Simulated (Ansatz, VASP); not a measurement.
One calculation of Ca8HF17, two programs

```xyz
26
Lattice="7.5639 0.0000 0.0000 0.0000 5.3485 0.0000 0.0000 0.0000 16.6729" Properties=species:S:1:pos:R:3 pbc="T T T"
Ca    0.0000    0.0000    1.0000
Ca    5.6728    2.6728    2.7582
Ca    1.8846    2.6724    2.7897
Ca    3.7820    0.0000    1.0000
Ca    3.7974   -0.0444    4.7604
Ca    2.0947    2.5668    6.5111
Ca    5.6461    2.6537    6.3897
Ca   -0.0084    0.0581    4.7505
F     1.8910    1.3371    1.0000
F     0.0040    1.3416    2.8352
F     0.0224    4.0513    2.8222
F     1.8910    4.0114    1.0000
F     3.7500    4.0161    2.8562
F     5.6729    4.0114    1.0000
F     5.6729    1.3371    1.0000
F     3.7871    1.3176    2.8094
F     5.6500    1.3020    4.6423
F     3.8804    1.3063    6.6149
F     3.8503    3.9041    6.5030
F     5.7221    3.9931    4.6250
F    -0.5331    4.3894    6.8279
F     1.7819    3.9787    4.8210
F     1.9602    1.2788    4.6690
F     0.0612    1.6758    6.4268
F     1.2416    3.8313    8.1418
H     0.3758    4.1636    7.6030
```

Alike in both runs: functional LDA; k mesh 2 × 2 × 1; occupations fermi-dirac, width 0.05 eV; no spin polarisation.

Ansatz relaxed the structure, and its values are those at the end. VASP's run is a single point on that final structure, the one shown.

```csv
,VASP,Ansatz
version,VASP 6.6.1,Ansatz 0.2.0
potentials or method,"VASP PAW LDA potentials, release 64 (Ca_sv, F, H)","scalar-relativistic, plane waves, PAW"
plane-wave cutoff (eV),520,420
valence electrons in the cell,200,200
```

VASP gave:

| Property | Result |
| --- | --- |
| rms of the force components (eV/Å) | 0.261 |

Question: Which values does Ansatz return?

Answer: rms of the force components (eV/Å): 0.264.

Caveats: the k mesh is coarse (spacing up to 0.59 Å⁻¹), so the values aren't converged. As with any semilocal functional, this LDA gap is likely too small.
